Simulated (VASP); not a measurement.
# Eu (Im-3m) in VASP: further runs

One crystal, Eu, is run at these levels: PBE; tasks: single point.

All numbers are computed with VASP 6.6.1; they aren't measurements. Logs are shortened: lines on timing, memory, paths and dates and some standing lists are left out, and cuts for length are marked.

**1. The structure**

It takes space group Im-3m (No. 229, cubic). The conventional cell has a = 4.610 Å, b = 4.610 Å, c = 4.610 Å, α = 90.00°, β = 90.00°, γ = 90.00°. Around Eu (site symmetry m-3m) lie 8 Eu at 3.99 Å.

**2. Single point, PBE, collinear spin, typed start**

Contents of INCAR:

```
SYSTEM = Eu
ALGO = Normal ; EDIFF = 1E-7
ENCUT = 520 ; GGA = PE
ISIF = 2 ; ISMEAR = 0
ISPIN = 2 ; LASPH = .TRUE.
LCHARG = .FALSE. ; LMAXMIX = 6
LORBIT = 11 ; LREAL = .FALSE.
LWAVE = .FALSE. ; MAGMOM = 7
NBANDS = 18 ; NELM = 150
PREC = Accurate ; SIGMA = 0.05
```

Contents of KPOINTS:

```
k-points
0
G
  6 6 6
  0 0 0
```

Contents of POSCAR:

```
Eu
1.0
   -2.3050000000      2.3050000000      2.3050000000
    2.3050000000     -2.3050000000      2.3050000000
    2.3050000000      2.3050000000     -2.3050000000
Eu
1
Direct
    0.0000000000      0.0000000000      0.0000000000
```

Potentials or basis: VASP PAW PBE potentials, release 64 (Eu).

The run is started by

```sh
$ cat potpaw_PBE.64/Eu/POTCAR > POTCAR
$ mpirun -np 1 vasp_std > vasp.out
```

OUTCAR:

```text
SYSTEM = Eu
   EDIFF = 1E-7
   ENCUT = 520
   GGA = PE
   ISIF = 2
   ISMEAR = 0
   ISPIN = 2
   LASPH = .TRUE.
   LORBIT = 11
   LREAL = .FALSE.
   NELM = 150
   PREC = Accurate

 ion  position               nearest neighbor table
   1  0.000  0.000  0.000-

  LATTYP: Found a body centered cubic cell.
 ALAT       =     4.6100000000

  Lattice vectors:

 A1 = (  -2.3050000000,   2.3050000000,   2.3050000000)
 A2 = (   2.3050000000,  -2.3050000000,   2.3050000000)
 A3 = (   2.3050000000,   2.3050000000,  -2.3050000000)

Analysis of symmetry for initial positions (statically):
=====================================================================
 Subroutine PRICEL returns:
 Original cell was already a primitive cell.

 Routine SETGRP: Setting up the symmetry group for a
 body centered cubic supercell.

 Subroutine GETGRP returns: Found 48 space group operations
 (whereof 48 operations were pure point group operations)
 out of a pool of 48 trial point group operations.

The static configuration has the point symmetry O_h .

Analysis of symmetry for dynamics (positions and initial velocities):
=====================================================================
 Subroutine PRICEL returns:
 Original cell was already a primitive cell.

 Routine SETGRP: Setting up the symmetry group for a
 body centered cubic supercell.

 Subroutine GETGRP returns: Found 48 space group operations
 (whereof 48 operations were pure point group operations)
 out of a pool of 48 trial point group operations.

The dynamic configuration has the point symmetry O_h .

Analysis of structural, dynamic, and magnetic symmetry:
=====================================================================
 Subroutine PRICEL returns:
 Original cell was already a primitive cell.

 Routine SETGRP: Setting up the symmetry group for a
 body centered cubic supercell.

 Subroutine GETGRP returns: Found 48 space group operations
 (whereof 48 operations were pure point group operations)
 out of a pool of 48 trial point group operations.

The overall configuration has the point symmetry O_h .

 Subroutine INISYM returns: Found 48 space group operations
 (whereof 48 operations are pure point group operations),
 and found     1 'primitive' translations

----------------------------------------------------------------------------------------

                                     Primitive cell

  volume of cell :      48.9861

  direct lattice vectors                    reciprocal lattice vectors
    -2.305000000  2.305000000  2.305000000     0.000000000  0.216919740  0.216919740
     2.305000000 -2.305000000  2.305000000     0.216919740  0.000000000  0.216919740
     2.305000000  2.305000000 -2.305000000     0.216919740  0.216919740  0.000000000

  length of vectors
     3.992377111  3.992377111  3.992377111     0.306770838  0.306770838  0.306770838

  position of ions in fractional coordinates (direct lattice)
     0.000000000  0.000000000  0.000000000

  ion indices of the primitive-cell ions
   primitive index   ion index
                 1           1

----------------------------------------------------------------------------------------

 KPOINTS: k-points

Automatic generation of k-mesh.
 Grid dimensions read from file:
 generate k-points for:    6    6    6

 Generating k-lattice:

  Cartesian coordinates                     Fractional coordinates (reciprocal lattice)
     0.000000000  0.036153290  0.036153290     0.166666667  0.000000000  0.000000000
     0.036153290  0.000000000  0.036153290     0.000000000  0.166666667  0.000000000
     0.036153290  0.036153290  0.000000000     0.000000000  0.000000000  0.166666667

  Length of vectors
     0.051128473  0.051128473  0.051128473

  Shift w.r.t. Gamma in fractional coordinates (k-lattice)
     0.000000000  0.000000000  0.000000000

 Subroutine IBZKPT returns following result:
 ===========================================

 Found     16 irreducible k-points:

 Following reciprocal coordinates:
            Coordinates               Weight
  0.000000  0.000000  0.000000      1.000000
  0.166667  0.000000  0.000000     12.000000
  0.333333  0.000000  0.000000     12.000000
  0.500000  0.000000  0.000000      6.000000
  0.166667  0.166667  0.000000     24.000000
  0.333333  0.166667 -0.000000     48.000000
[... 8 lines left out ...]
  0.500000  0.500000  0.333333     12.000000
  0.500000  0.500000  0.500000      1.000000
   k-points           NKPTS =     16   k-points in BZ     NKDIM =     16   number of bands    NBANDS=     18
   number of dos      NEDOS =    301   number of ions     NIONS =      1
   total plane-waves  NPLWV =  27000
   dimension x,y,z NGX =    30 NGY =   30 NGZ =   30
   dimension x,y,z NGXF=    60 NGYF=   60 NGZF=   60
   ions per type =               1
   NGX,Y,Z   is equivalent  to a cutoff of  12.49, 12.49, 12.49 a.u.
   NGXF,Y,Z  is equivalent  to a cutoff of  24.98, 24.98, 24.98 a.u.
 SYSTEM =  Eu
   PREC   = accura    normal or accurate (medium, high low for compatibility)
   ISTART =      0    job   : 0-new  1-cont  2-samecut
   ICHARG =      2    charge: 1-file 2-atom 10-const
   ISPIN  =      2    spin polarized calculation?
   LNONCOLLINEAR =      F non collinear calculations
   LSORBIT =      F    spin-orbit coupling
   LASPH  =      T    aspherical Exc in radial PAW
   ENCUT  =  520.0 eV  38.22 Ry    6.18 a.u.   7.42  7.42  7.42*2*pi/ulx,y,z
   NELM   =    150;   NELMIN=  2; NELMDL= -5     # of ELM steps
   EDIFF  = 0.1E-06   stopping-criterion for ELM
   LREAL  =      F    real-space projection
   EDIFFG = 0.1E-05   stopping-criterion for IOM
   NSW    =      0    number of steps for IOM
   IBRION =     -1    ionic relax: 0-MD 1-quasi-New 2-CG
   NFREE  =      0    steps in history (QN), initial steepest desc. (CG)
   ISIF   =      2    stress and relaxation
   ISYM   =      2    0-nonsym 1-usesym 2-fastsym
   POTIM  = 0.5000    time-step for ionic-motion
   TEBEG  =    0.0;   TEEND  =   0.0 temperature during run
   PSTRESS=    0.0 pullay stress
   NELECT =      17.0000    total number of electrons
   NUPDOWN=      -1.0000    fix difference up-down
   EMIN   =  10.00;   EMAX   =-10.00  energy-range for DOS
   EFERMI =   0.00;   METHOD = LEGACY
   ISMEAR =     0;   SIGMA  =   0.05  broadening in eV -4-tet -1-fermi 0-gaus
   EFERMI_NEDOS =   21; number of points for ismear=-14 and -15
   IALGO  =     38    algorithm
   IMIX   =      4    mixing-type and parameters
     AMIX     =   0.40;   BMIX     =  1.00
     AMIX_MAG =   1.60;   BMIX_MAG =  1.00
  volume/ion in A,a.u.               =      48.99       330.57
  Fermi-wavevector in a.u.,A,eV,Ry     =   1.150448  2.174031 18.007717  1.323530
  Thomas-Fermi vector in A             =   2.287111
   LORBIT       =     11    0 simple, 1 ext, 2 COOP (PROOUT), +10 PAW based schemes
   GGA     = PE    functional components
   LHFCALC =     F    Hartree Fock is set to
   AEXX    =    0.0000 exact exchange contribution
   IVDW    =     0    specifies the selected vdW correction
   LEPSILON=     F    determine dielectric tensor
   LRPA    =     F    only Hartree local field effects (RPA)
 spin polarized calculation
 Gauss-broadening in eV      SIGMA  =   0.05
  energy-cutoff  :      520.00
  volume of cell :       48.99
 maximum number of plane-waves:      1345
 NGX is ok and might be reduce to    30
   NGX = 15   NGY = 15   NGZ = 15

 number of electron      17.0000007 magnetization       7.5225042

 Free energy of the ion-electron system (eV)
  ---------------------------------------------------
  ext. energy  EPLUGINS =         0.00000000
  ---------------------------------------------------
  free energy    TOTEN  =       -11.39189459 eV

  energy without entropy =      -11.38953728  energy(sigma->0) =      -11.39071593

 E-fermi :   1.5927     XC(G=0):  -8.2229

 val. band max:        1.5396729212   @ k =  -0.3333   0.5000   0.1667
 cond. band min:       1.6148418729   @ k =  -0.3333   0.3333   0.3333
 fundamental gap:      0.0751689516
 Fermi energy:         1.5927136255

 spin component 1

 k-point     1 :       0.0000    0.0000    0.0000
  band No.  band energies     occupation
      1     -40.1909      1.00000
      2     -18.8474      1.00000
      3     -18.8474      1.00000
      4     -18.8474      1.00000
      5      -2.6396      1.00000
      6       1.0747      1.00000
[... 10 lines left out ...]
     17       4.7010      0.00000
     18      10.2636      0.00000

 k-point     2 :       0.1667    0.0000    0.0000
  band No.  band energies     occupation
      1     -40.1866      1.00000
      2     -18.9165      1.00000
      3     -18.8702      1.00000
      4     -18.8475      1.00000
      5      -2.1084      1.00000
      6       1.0724      1.00000
[... 10 lines left out ...]
     17       4.7411      0.00000
     18      10.5075      0.00000
[... 274 lines left out ...]
 k-point    16 :       0.5000    0.5000    0.5000
  band No.  band energies     occupation
      1     -40.1599      1.00000
      2     -19.0398      1.00000
      3     -19.0398      1.00000
      4     -19.0398      1.00000
      5       0.6690      1.00000
      6       0.6690      1.00000
[... 10 lines left out ...]
     17       6.1713      0.00000
     18       6.1713      0.00000
 Fermi energy:         1.5927136255

 spin component 2

 k-point     1 :       0.0000    0.0000    0.0000
  band No.  band energies     occupation
      1     -37.0202      1.00000
      2     -16.4859      1.00000
      3     -16.4859      1.00000
      4     -16.4859      1.00000
      5      -1.7712      1.00000
      6       4.2480      0.00000
[... 10 lines left out ...]
     17       6.1529      0.00000
     18      11.4405      0.00000

 k-point     2 :       0.1667    0.0000    0.0000
  band No.  band energies     occupation
      1     -37.0145      1.00000
      2     -16.5751      1.00000
      3     -16.5147      1.00000
      4     -16.4862      1.00000
      5      -1.2205      1.00000
      6       3.8154      0.00000
[... 10 lines left out ...]
     17       6.2339      0.00000
     18      11.7034      0.00000
[... 274 lines left out ...]
 k-point    16 :       0.5000    0.5000    0.5000
  band No.  band energies     occupation
      1     -36.9793      1.00000
      2     -16.7295      1.00000
      3     -16.7295      1.00000
      4     -16.7295      1.00000
      5       1.6170      0.24621
      6       1.6170      0.24621
[... 10 lines left out ...]
     17       7.4422      0.00000
     18       7.4422      0.00000

------------------------ aborting loop because EDIFF is reached ----------------------------------------

  FORCE on cell =-STRESS in cart. coord.  units (eV):
  Direction    XX          YY          ZZ          XY          YZ          ZX
  --------------------------------------------------------------------------------------
  -------------------------------------------------------------------------------------
  Total       -0.5861382     -0.5861382     -0.5861382      0.0000000      0.0000000     -0.0000000
  in kB      -19.1706925    -19.1706925    -19.1706925      0.0000000      0.0000000     -0.0000000
  external PRESSURE =     -19.1706925 kB  Pullay stress =       0.0000000 kB

 VOLUME and BASIS-vectors are now :
 -----------------------------------------------------------------------------
  energy-cutoff  :      520.00
  volume of cell :       48.99
      direct lattice vectors                 reciprocal lattice vectors
    -2.305000000  2.305000000  2.305000000     0.000000000  0.216919740  0.216919740
     2.305000000 -2.305000000  2.305000000     0.216919740  0.000000000  0.216919740
     2.305000000  2.305000000 -2.305000000     0.216919740  0.216919740  0.000000000

 POSITION                                       TOTAL-FORCE (eV/Angst)
 -----------------------------------------------------------------------------------
      0.00000      0.00000      0.00000         0.000000     -0.000000      0.000000
 -----------------------------------------------------------------------------------
    total drift:                               -0.000000     -0.000000      0.000000

  FREE ENERGIE OF THE ION-ELECTRON SYSTEM (eV)
  ---------------------------------------------------
  free  energy   TOTEN  =       -11.3918945931 eV

  energy  without entropy=      -11.3895372755  energy(sigma->0) =      -11.39071593

 total charge

# of ion       s       p       d       f       tot
--------------------------------------------------
    1        2.077   5.720   0.239   6.686  14.721

 magnetization (x)

# of ion       s       p       d       f       tot
--------------------------------------------------
    1       -0.004  -0.092   0.147   6.685   6.737
```

It took 32 s on 1 thread of Intel Xeon 6975P-C (Granite Rapids), shared host; peak memory 0.2 GiB.

Results:

```yaml
Free_energy: -11.3919 eV
Pressure: -1.9 GPa
Band_gap_on_the_k_mesh: none (metal or under the smearing width)
Net_moment: 7.52 μB per cell
Site_moments: Eu +6.74 μB
Valence_electrons_inside_the_program's_atomic_spheres: Eu 14.72
```

Levels at points of the mesh, in eV from the Fermi level:
Spin up:
| k point | band 9 | band 10 | band 11 | band 12 | band 13 | band 14 | band 15 | band 16 |
| --- | --- | --- | --- | --- | --- | --- | --- | --- |
| (0.00, 0.00, 0.00) | -0.40 | -0.40 | -0.40 | -0.37 | 1.66 | 1.66 | 1.66 | 3.11 |
| (0.50, 0.00, 0.00) | -0.43 | -0.41 | -0.40 | -0.39 | 0.38 | 0.45 | 2.97 | 3.62 |
| (0.50, 0.50, 0.50) | -0.50 | -0.50 | -0.37 | -0.37 | -0.37 | 4.14 | 4.14 | 4.14 |
Spin down:
```csv
k point,band 3,band 4,band 5,band 6,band 7,band 8
"(0.00, 0.00, 0.00)",-18.08,-18.08,-3.36,2.66,2.66,2.66
"(0.50, 0.00, 0.00)",-18.19,-18.08,-0.76,1.25,1.38,3.97
"(0.50, 0.50, 0.50)",-18.32,-18.32,0.02,0.02,3.85,3.85
```

Caveat: spin-orbit coupling is left out, which moves the levels of the heavy elements. The state reached can hang on the start; a lower one may exist.

(Continued in part 2 of 2.)
